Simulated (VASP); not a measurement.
# BeS (F-43m) in VASP: further runs

The runs below take BeS through relaxation of cell and atoms, with LDA, r2SCAN.

All numbers are computed with VASP 6.6.1; they aren't measurements. Logs are shortened: lines on timing, memory, paths and dates and some standing lists are left out, and cuts for length are marked.

## (1) The crystal as given

Symmetry: F-43m, No. 216, cubic system. The conventional cell has a = 4.850 Å, b = 4.850 Å, c = 4.850 Å, α = 90.00°, β = 90.00°, γ = 90.00°. Be (site symmetry -43m) has 4 S at 2.10 Å as nearest neighbours. S (site symmetry -43m) has 4 Be at 2.10 Å as nearest neighbours.

## (2) Relaxation of cell and atoms, LDA, target pressure 0.6 GPa, at which the enthalpy is minimised

Input file INCAR:

```
SYSTEM = BeS
PREC = Accurate ; ENCUT = 600
EDIFF = 1E-6 ; ISMEAR = 0
SIGMA = 0.03 ; LREAL = .False.
LASPH = .True. ; NELM = 80
ALGO = Normal ; ISIF = 3
LWAVE = .False. ; LCHARG = .False.
IBRION = 2 ; NSW = 90
EDIFFG = -0.01 ; PSTRESS = 6.0
```

Input file KPOINTS:

```
regular mesh
0
Gamma
  10 10 10
  0 0 0
```

Input file POSCAR:

```
BeS
1.0
    0.0000000000      2.4250000000      2.4250000000
    2.4250000000      0.0000000000      2.4250000000
    2.4250000000      2.4250000000      0.0000000000
Be S
1 1
Direct
    0.0000000000      0.0000000000      0.0000000000
    0.2500000000      0.2500000000      0.2500000000
```

Potentials or basis: VASP PAW LDA potentials, release 64 (Be, S).

The run is started by

```console
$ cat potpaw_LDA.64/Be/POTCAR potpaw_LDA.64/S/POTCAR > POTCAR
$ mpirun -np 1 vasp_std > vasp.out
```

OUTCAR:

```text
SYSTEM = BeS
   PREC = Accurate
   ENCUT = 600
   EDIFF = 1E-6
   ISMEAR = 0
   LREAL = .False.
   LASPH = .True.
   NELM = 80
   ISIF = 3
   IBRION = 2
   NSW = 90
   EDIFFG = -0.01
   PSTRESS = 6.0

 ion  position               nearest neighbor table
   1  0.000  0.000  0.000-   2 2.10   2 2.10   2 2.10   2 2.10
   2  0.250  0.250  0.250-   1 2.10   1 2.10   1 2.10   1 2.10

  LATTYP: Found a face centered cubic cell.
 ALAT       =     4.8500000000

  Lattice vectors:

 A1 = (   0.0000000000,   2.4250000000,   2.4250000000)
 A2 = (   2.4250000000,   0.0000000000,   2.4250000000)
 A3 = (   2.4250000000,   2.4250000000,   0.0000000000)

Analysis of symmetry for initial positions (statically):
=====================================================================
 Subroutine PRICEL returns:
 Original cell was already a primitive cell.

 Routine SETGRP: Setting up the symmetry group for a
 face centered cubic supercell.

 Subroutine GETGRP returns: Found 24 space group operations
 (whereof 24 operations were pure point group operations)
 out of a pool of 48 trial point group operations.

The static configuration has the point symmetry T_d .

Analysis of symmetry for dynamics (positions and initial velocities):
=====================================================================
 Subroutine PRICEL returns:
 Original cell was already a primitive cell.

 Routine SETGRP: Setting up the symmetry group for a
 face centered cubic supercell.

 Subroutine GETGRP returns: Found 24 space group operations
 (whereof 24 operations were pure point group operations)
 out of a pool of 48 trial point group operations.

The dynamic configuration has the point symmetry T_d .

 Subroutine INISYM returns: Found 24 space group operations
 (whereof 24 operations are pure point group operations),
 and found     1 'primitive' translations

----------------------------------------------------------------------------------------

                                     Primitive cell

  volume of cell :      28.5210

  direct lattice vectors                    reciprocal lattice vectors
     0.000000000  2.425000000  2.425000000    -0.206185567  0.206185567  0.206185567
     2.425000000  0.000000000  2.425000000     0.206185567 -0.206185567  0.206185567
     2.425000000  2.425000000  0.000000000     0.206185567  0.206185567 -0.206185567

  length of vectors
     3.429467889  3.429467889  3.429467889     0.357123878  0.357123878  0.357123878

  position of ions in fractional coordinates (direct lattice)
     0.000000000  0.000000000  0.000000000
     0.250000000  0.250000000  0.250000000

  ion indices of the primitive-cell ions
   primitive index   ion index
                 1           1
                 2           2

----------------------------------------------------------------------------------------

 KPOINTS: regular mesh

Automatic generation of k-mesh.
 Grid dimensions read from file:
 generate k-points for:   10   10   10

 Generating k-lattice:

  Cartesian coordinates                     Fractional coordinates (reciprocal lattice)
    -0.020618557  0.020618557  0.020618557     0.100000000  0.000000000  0.000000000
     0.020618557 -0.020618557  0.020618557     0.000000000  0.100000000  0.000000000
     0.020618557  0.020618557 -0.020618557     0.000000000  0.000000000  0.100000000

  Length of vectors
     0.035712388  0.035712388  0.035712388

  Shift w.r.t. Gamma in fractional coordinates (k-lattice)
     0.000000000  0.000000000  0.000000000

 Subroutine IBZKPT returns following result:
 ===========================================

 Found     47 irreducible k-points:

 Following reciprocal coordinates:
            Coordinates               Weight
  0.000000  0.000000  0.000000      1.000000
  0.100000  0.000000  0.000000      8.000000
  0.200000  0.000000  0.000000      8.000000
  0.300000  0.000000  0.000000      8.000000
  0.400000  0.000000  0.000000      8.000000
  0.500000  0.000000  0.000000      4.000000
[... 16 lines left out ...]
  0.300000  0.300000  0.000000      6.000000
  0.400000  0.300000  0.000000     24.000000
 [... further k-points ...]
   k-points           NKPTS =     47   k-points in BZ     NKDIM =     47   number of bands    NBANDS=      8
   number of dos      NEDOS =    301   number of ions     NIONS =      2
   total plane-waves  NPLWV =  21952
   dimension x,y,z NGX =    28 NGY =   28 NGZ =   28
   dimension x,y,z NGXF=    56 NGYF=   56 NGZF=   56
   ions per type =               1   1
   NGX,Y,Z   is equivalent  to a cutoff of  13.57, 13.57, 13.57 a.u.
   NGXF,Y,Z  is equivalent  to a cutoff of  27.15, 27.15, 27.15 a.u.
 SYSTEM =  BeS
   PREC   = accura    normal or accurate (medium, high low for compatibility)
   ISTART =      0    job   : 0-new  1-cont  2-samecut
   ICHARG =      2    charge: 1-file 2-atom 10-const
   ISPIN  =      1    spin polarized calculation?
   LNONCOLLINEAR =      F non collinear calculations
   LSORBIT =      F    spin-orbit coupling
   LASPH  =      T    aspherical Exc in radial PAW
   ENCUT  =  600.0 eV  44.10 Ry    6.64 a.u.   6.85  6.85  6.85*2*pi/ulx,y,z
   NELM   =     80;   NELMIN=  2; NELMDL= -5     # of ELM steps
   EDIFF  = 0.1E-05   stopping-criterion for ELM
   LREAL  =      F    real-space projection
   EDIFFG = -.1E-01   stopping-criterion for IOM
   NSW    =     90    number of steps for IOM
   IBRION =      2    ionic relax: 0-MD 1-quasi-New 2-CG
   NFREE  =      1    steps in history (QN), initial steepest desc. (CG)
   ISIF   =      3    stress and relaxation
   ISYM   =      2    0-nonsym 1-usesym 2-fastsym
   POTIM  = 0.5000    time-step for ionic-motion
   TEBEG  =    0.0;   TEEND  =   0.0 temperature during run
   PSTRESS=    6.0 pullay stress
   NELECT =       8.0000    total number of electrons
   NUPDOWN=      -1.0000    fix difference up-down
   EMIN   =  10.00;   EMAX   =-10.00  energy-range for DOS
   EFERMI =   0.00;   METHOD = LEGACY
   ISMEAR =     0;   SIGMA  =   0.03  broadening in eV -4-tet -1-fermi 0-gaus
   EFERMI_NEDOS =   21; number of points for ismear=-14 and -15
   IALGO  =     38    algorithm
   IMIX   =      4    mixing-type and parameters
     AMIX     =   0.40;   BMIX     =  1.00
     AMIX_MAG =   1.60;   BMIX_MAG =  1.00
  volume/ion in A,a.u.               =      14.26        96.23
  Fermi-wavevector in a.u.,A,eV,Ry     =   1.071642  2.025110 15.625158  1.148417
  Thomas-Fermi vector in A             =   2.207388
   LORBIT       =      0    0 simple, 1 ext, 2 COOP (PROOUT), +10 PAW based schemes
   GGA     = CA    functional components
   LHFCALC =     F    Hartree Fock is set to
   AEXX    =    0.0000 exact exchange contribution
   IVDW    =     0    specifies the selected vdW correction
   LEPSILON=     F    determine dielectric tensor
   LRPA    =     F    only Hartree local field effects (RPA)
 conjugate gradient relaxation of ions
 non-spin polarized calculation
 Gauss-broadening in eV      SIGMA  =   0.03
  energy-cutoff  :      600.00
  volume of cell :       28.52
 maximum number of plane-waves:       966
   NGX = 13   NGY = 13   NGZ = 13

--------------------------------------- Ionic step        1  -------------------------------------------

 number of electron       7.9999999 magnetization

 Free energy of the ion-electron system (eV)
  ---------------------------------------------------
  ext. energy  EPLUGINS =         0.00000000
  ---------------------------------------------------
  free energy    TOTEN  =       -11.13364176 eV

  energy without entropy =      -11.13364176  energy(sigma->0) =      -11.13364176

 E-fermi :   4.1860     XC(G=0):  -9.9893

 val. band max:        4.0286078357   @ k =   0.0000   0.0000   0.0000
 cond. band min:       6.9332739480   @ k =   0.5000   0.5000   0.0000
 fundamental gap:      2.9046661123
 Fermi energy:         4.1859879379

 k-point     1 :       0.0000    0.0000    0.0000
  band No.  band energies     occupation
      1      -9.6268      2.00000
      2       4.0286      2.00000
      3       4.0286      2.00000
      4       4.0286      2.00000
      5       9.5721      0.00000
      6       9.5721      0.00000
      7       9.5721      0.00000
      8       9.7045      0.00000

 k-point     2 :       0.1000    0.0000    0.0000
  band No.  band energies     occupation
      1      -9.5118      2.00000
      2       3.1913      2.00000
      3       3.8932      2.00000
      4       3.8932      2.00000
      5       9.4775      0.00000
      6       9.8138      0.00000
      7       9.8138      0.00000
      8      10.6481      0.00000
[... 309 lines left out ...]
  FREE ENERGIE OF THE ION-ELECTRON SYSTEM (eV)
  ---------------------------------------------------
  free  energy   TOTEN  =       -11.1406668820 eV

  energy  without entropy=      -11.1406668820  energy(sigma->0) =      -11.14066688

  enthalpy is  TOTEN    =       -11.0389304643 eV   P V=        0.1017364177

--------------------------------------- Ionic step        3  -------------------------------------------

 number of electron       8.0000001 magnetization

 Free energy of the ion-electron system (eV)
  ---------------------------------------------------
  ext. energy  EPLUGINS =         0.00000000
  ---------------------------------------------------
  free energy    TOTEN  =       -11.14260271 eV

  energy without entropy =      -11.14260271  energy(sigma->0) =      -11.14260271

 E-fermi :   4.6314     XC(G=0): -10.1436

 val. band max:        4.4370558304   @ k =   0.0000   0.0000   0.0000
 cond. band min:       7.2562871195   @ k =   0.5000   0.5000   0.0000
 fundamental gap:      2.8192312891
 Fermi energy:         4.6313765664

 k-point     1 :       0.0000    0.0000    0.0000
  band No.  band energies     occupation
      1      -9.4833      2.00000
      2       4.4371      2.00000
      3       4.4371      2.00000
      4       4.4371      2.00000
      5       9.9621      0.00000
      6       9.9621      0.00000
      7       9.9621      0.00000
      8      10.4433      0.00000

 k-point     2 :       0.1000    0.0000    0.0000
  band No.  band energies     occupation
      1      -9.3624      2.00000
      2       3.5685      2.00000
      3       4.2927      2.00000
      4       4.2927      2.00000
      5       9.9639      0.00000
      6      10.2167      0.00000
      7      10.2167      0.00000
      8      11.3248      0.00000
[... 264 lines left out ...]
 POSITION                                       TOTAL-FORCE (eV/Angst)
 -----------------------------------------------------------------------------------
      0.00000      0.00000      0.00000        -0.000000     -0.000000     -0.000000
      1.19699      1.19699      1.19699         0.000000      0.000000      0.000000
 -----------------------------------------------------------------------------------
    total drift:                               -0.000000     -0.000000     -0.000000

  FREE ENERGIE OF THE ION-ELECTRON SYSTEM (eV)
  ---------------------------------------------------
  free  energy   TOTEN  =       -11.1426027081 eV

  energy  without entropy=      -11.1426027081  energy(sigma->0) =      -11.14260271

  enthalpy is  TOTEN    =       -11.0398398928 eV   P V=        0.1027628153

 reached required accuracy - stopping structural energy minimisation
```

Run time: 27 s. Hardware: 1 thread of Intel Xeon Platinum 8259CL at 2.50GHz (Skylake/Cascade Lake), shared host; peak memory 0.14 GiB.

Results:

```yaml
Free_energy: -11.1426 eV
Relaxed_volume: 13.72 Å³/atom
Relaxed_cell: a = 3.386 Å, b = 3.386 Å, c = 3.386 Å, α = 60.00°, β = 60.00°, γ = 60.00°
Space_group_after_relaxing_to_0.05_Å: F-43m (No. 216)
Energy_change_on_relaxing_the_enthalpy_is_what_falls: -4.5 meV/atom
Ionic_steps: 3
Pressure_after_relaxing: 0.6 GPa
Band_gap_on_the_k_mesh: 2.82 eV, indirect (least direct gap 5.52 eV)
```

Step by step:
| step | energy change (eV) | largest force (eV/Å) | pressure (GPa) | volume (Å³) |
| --- | --- | --- | --- | --- |
| 1 | 0.0000 | 0.0000 | -3.15 | 28.52 |
| 2 | -0.0070 | 0.0000 | 1.67 | 27.17 |
| 3 | -0.0090 | 0.0000 | 0.60 | 27.44 |

Final structure:
```yaml
crystal:
  lattice:
    - [0.00000, 2.39399, 2.39399]
    - [2.39399, 0.00000, 2.39399]
    - [2.39399, 2.39399, 0.00000]
  atoms:
    - { symbol: Be, position: [0.00000, 0.00000, 0.00000] }
    - { symbol: S, position: [0.25000, 0.25000, 0.25000] }
```

Levels at points of the mesh, in eV from the valence-band top:
```csv
k point,band 2,band 3,band 4,band 5,band 6,band 7
"(0.00, 0.00, 0.00)",0.00,0.00,0.00,5.52,5.52,5.52
"(0.50, 0.00, 0.00)",-6.10,-1.10,-1.10,5.50,6.43,6.43
"(0.50, 0.50, 0.00)",-5.24,-2.81,-2.81,2.82,4.77,12.92
```

Caveat: the cell is relaxed towards a set pressure, so the enthalpy falls and the energy may rise.

## (3) Relaxation of cell and atoms, LDA, target pressure 0.6 GPa, at which the enthalpy is minimised

This run uses another cell than the first one, of 13.72 Å³/atom, 0.962 times its volume.

Input file INCAR:

```
SYSTEM = BeS
PREC = Accurate ; ENCUT = 600
EDIFF = 1E-7 ; ISMEAR = 0
SIGMA = 0.03 ; LREAL = .False.
LASPH = .True. ; NELM = 80
ALGO = Normal ; ISIF = 3
LWAVE = .False. ; LCHARG = .False.
IBRION = 2 ; NSW = 90
EDIFFG = -0.005 ; PSTRESS = 6.0
```

KPOINTS is that of step 2.

Input file POSCAR:

```
BeS                                     
1.0
    0.0000000000      2.3939869393      2.3939869393
    2.3939869393     -0.0000000000      2.3939869393
    2.3939869393      2.3939869393      0.0000000000
  Be              S             
     1     1
Direct
     0.0000000000000000    0.0000000000000000    0.0000000000000000
     0.2500000000000000    0.2500000000000000    0.2500000000000000
```

Potentials or basis: VASP PAW LDA potentials, release 64 (Be, S).

The run is started by

```console
$ cat potpaw_LDA.64/Be/POTCAR potpaw_LDA.64/S/POTCAR > POTCAR
$ mpirun -np 1 vasp_std > vasp.out
```

OUTCAR:

```text
SYSTEM = BeS
   PREC = Accurate
   ENCUT = 600
   EDIFF = 1E-7
   ISMEAR = 0
   LREAL = .False.
   LASPH = .True.
   NELM = 80
   ISIF = 3
   IBRION = 2
   NSW = 90
   EDIFFG = -0.005
   PSTRESS = 6.0

 ion  position               nearest neighbor table
   1  0.000  0.000  0.000-   2 2.07   2 2.07   2 2.07   2 2.07
   2  0.250  0.250  0.250-   1 2.07   1 2.07   1 2.07   1 2.07

  LATTYP: Found a face centered cubic cell.
 ALAT       =     4.7879738786

  Lattice vectors:

 A1 = (   0.0000000000,   2.3939869393,   2.3939869393)
[... 448 lines left out ...]
      8      14.7548      0.00000

 [... further k-points ...]
[... 5 lines left out ...]
  --------------------------------------------------------------------------------------
  -------------------------------------------------------------------------------------
  Total        0.1029271      0.1029271      0.1029271      0.0000000     -0.0000000      0.0000000
  in kB        6.0095934      6.0095934      6.0095934      0.0000000     -0.0000000      0.0000000
  external PRESSURE =       0.0095934 kB  Pullay stress =       6.0000000 kB

 VOLUME and BASIS-vectors are now :
 -----------------------------------------------------------------------------
  energy-cutoff  :      600.00
  volume of cell :       27.44
      direct lattice vectors                 reciprocal lattice vectors
     0.000000000  2.393986939  2.393986939    -0.208856611  0.208856611  0.208856611
     2.393986939  0.000000000  2.393986939     0.208856611 -0.208856611  0.208856611
     2.393986939  2.393986939  0.000000000     0.208856611  0.208856611 -0.208856611

 POSITION                                       TOTAL-FORCE (eV/Angst)
 -----------------------------------------------------------------------------------
      0.00000      0.00000      0.00000         0.000000      0.000000      0.000000
      1.19699      1.19699      1.19699        -0.000000     -0.000000     -0.000000
 -----------------------------------------------------------------------------------
    total drift:                                0.000000      0.000000      0.000000

  FREE ENERGIE OF THE ION-ELECTRON SYSTEM (eV)
  ---------------------------------------------------
  free  energy   TOTEN  =       -11.1425369899 eV

  energy  without entropy=      -11.1425369899  energy(sigma->0) =      -11.14253699

  enthalpy is  TOTEN    =       -11.0397741746 eV   P V=        0.1027628153

 reached required accuracy - stopping structural energy minimisation
```

OSZICAR:

```text
N       E                     dE             d eps       ncg     rms          rms(c)
DAV:   1     0.212001412985E+02    0.21200E+02   -0.43904E+03   760   0.973E+02
DAV:   2    -0.107404185468E+02   -0.31941E+02   -0.30545E+02  1136   0.124E+02
DAV:   3    -0.114062628749E+02   -0.66584E+00   -0.66584E+00   880   0.243E+01
DAV:   4    -0.114093570848E+02   -0.30942E-02   -0.30942E-02  1192   0.167E+00
DAV:   5    -0.114093592551E+02   -0.21704E-05   -0.21704E-05   920   0.396E-02    0.603E+00
DAV:   6    -0.112175430648E+02    0.19182E+00   -0.16430E-01   816   0.230E+00    0.399E+00
DAV:   7    -0.111428944139E+02    0.74649E-01   -0.19302E-01   960   0.254E+00    0.812E-01
DAV:   8    -0.111425842073E+02    0.31021E-03   -0.62936E-03  1000   0.581E-01    0.146E-01
DAV:   9    -0.111425345441E+02    0.49663E-04   -0.24457E-04   904   0.122E-01    0.362E-02
DAV:  10    -0.111425361203E+02   -0.15762E-05   -0.15648E-05  1056   0.257E-02    0.966E-03
DAV:  11    -0.111425369745E+02   -0.85427E-06   -0.16813E-06   872   0.976E-03    0.526E-03
DAV:  12    -0.111425369899E+02   -0.15400E-07   -0.30018E-08   608   0.165E-03
   1 F= -.11039774E+02 E0= -.11039774E+02  d E =-.110398E+02
```

Wall time 9.8 s (1 thread of Intel Xeon Platinum 8259CL at 2.50GHz (Skylake/Cascade Lake), shared host); peak memory 0.14 GiB.

What came out:

```
Free energy             : -11.1425 eV
Pressure after relaxing : 0.6 GPa
Band gap on the k mesh  : 2.82 eV, indirect (least direct gap 5.53 eV)
```

Final structure:
```yaml
crystal:
  lattice:
    - [0.00000, 2.39399, 2.39399]
    - [2.39399, 0.00000, 2.39399]
    - [2.39399, 2.39399, 0.00000]
  atoms:
    - { symbol: Be, position: [0.00000, 0.00000, 0.00000] }
    - { symbol: S, position: [0.25000, 0.25000, 0.25000] }
```

Caveat: the relaxation stopped at its first step, so nothing moved; the cell is relaxed towards a set pressure, so the enthalpy falls and the energy may rise. A k mesh can miss the band edges.

[end of part 1 of 2]
